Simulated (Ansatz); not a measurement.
# Ti: pressure and energy less free atoms as volume scale varies

Periodic Kohn-Sham DFT of a crystal at fixed atoms, scaled to volume_scale times the given cell; pressure positive in compression, energy less spherical unpolarised free atoms, largest_vzz the field gradient of largest size among the nuclei. The results are calculated, by Ansatz 0.2.0.

The cell before it is scaled or strained (space group P6_3/mmc, No. 194):
```
cell vectors (Å)
   2.9500     0.0000     0.0000
  -1.4750     2.5548     0.0000
   0.0000     0.0000     4.6860
atoms (fractions of the cell vectors)
Ti  0.33333  0.66667  0.25000
Ti  0.66667  0.33333  0.75000
```

Settings of every row: method all-electron LAPW; functional PBE; relativity scalar; k mesh 13x13x7; filling fermi-dirac; smearing width 0.08 eV; basis error target 0.5 meV/atom; nucleus gaussian.

Atom start moment: 0 on all atoms.

| row | volume scale | V (Å³/atom) | pressure (GPa) | energy less free atoms (eV/atom) |
| --- | --- | --- | --- | --- |
| 1 | 0.94 | 16.599 | 5.744 | -6.7071 |
| 2 | 0.9405 | 16.608 | 5.674 | -6.7074 |
| 3 | 0.96 | 16.952 | ? | ? |
| 4 | 0.97 | 17.129 | 1.826 | -6.7194 |
| 5 | 0.98 | 17.305 | 0.637 | -6.7208 |
| 6 | 1 | 17.658 | -1.581 | -6.7197 |
| 7 | 1.01 | 17.835 | -2.614 | -6.7174 |
| 8 | 1.02 | 18.012 | -3.6 | -6.714 |
| 9 | 1.03 | 18.188 | -4.541 | -6.7095 |
| 10 | 1.04 | 18.365 | -5.439 | -6.704 |
| 11 | 1.06 | 18.718 | -7.112 | -6.6901 |

Question: what pressure and energy less free atoms should row 3 give?

Worked fit of pressure. Take u = (V_r/V)^(2/3) − 1 with V_r = 17.747 Å³ an atom, which is twice the finite (Eulerian) strain; such expansions in the strain, on which the Birch-Murnaghan equation of state is built, carry the rest volume and the bulk modulus. The shown rows have u = 0.04559, 0.04521, 0.02391, 0.01696, 0.00336, -0.00329, -0.00983, -0.01623, -0.02256, -0.03489. Least squares give pressure = −2.1061 + 155.882 × u + 357.73 × u² GPa; a straight line predicts inner rows, each left out in turn, worse (root mean square 0.22 against 0.0029 GPa). The rows lie off it by 0.000, 0.001, 0.000, -0.004, -0.003, 0.001, 0.004, 0.001, 0.002, -0.003. The pressure vanishes at u = 0.0131, or V = 17.4 Å³ an atom, and there the bulk modulus at fixed shape and fractions is B = −V dP/dV = (2/3)(1 + u) dP/du = 112 GPa. Letting shape and atoms relax would as a rule lower it, by much in layered, chain or molecular crystals. The withheld row has u = 0.03103, so the fit gives −2.1061 + 155.882 × (0.03103) + 357.73 × (0.03103)² = 3.075 GPa.

The calculation gave 3.072 GPa. The fit lies 0.003 GPa (0.023 % of the column's range) above it; its largest miss of a shown row is 0.004 GPa.

Worked fit of energy less free atoms. Take u = (V_r/V)^(2/3) − 1 with V_r = 17.747 Å³ an atom, which is twice the finite (Eulerian) strain; such expansions in the strain, on which the Birch-Murnaghan equation of state is built, carry the rest volume and the bulk modulus. The shown rows have u = 0.04559, 0.04521, 0.02391, 0.01696, 0.00336, -0.00329, -0.00983, -0.01623, -0.02256, -0.03489. Least squares give energy less free atoms = −6.7187 − 0.348 × u + 13.389 × u² − 3.7 × u³ eV/atom; a parabola predicts inner rows, each left out in turn, worse (root mean square 6e-05 against 2.6e-05 eV/atom). All shown rows lie on it to the printed digit. Its lowest point lies at u = 0.0131, or V = 17.4 Å³ an atom, and the curvature there gives the bulk modulus at fixed shape and fractions, B = (4/9)(1 + u)² E″(u)/V = 111 GPa. Letting shape and atoms relax would as a rule lower it, by much in layered, chain or molecular crystals. The withheld row has u = 0.03103, so the fit gives −6.7187 − 0.348 × (0.03103) + 13.389 × (0.03103)² − 3.7 × (0.03103)³ = -6.7167 eV/atom.

The calculation gave -6.7167 eV/atom. The fit meets it to the printed digit.
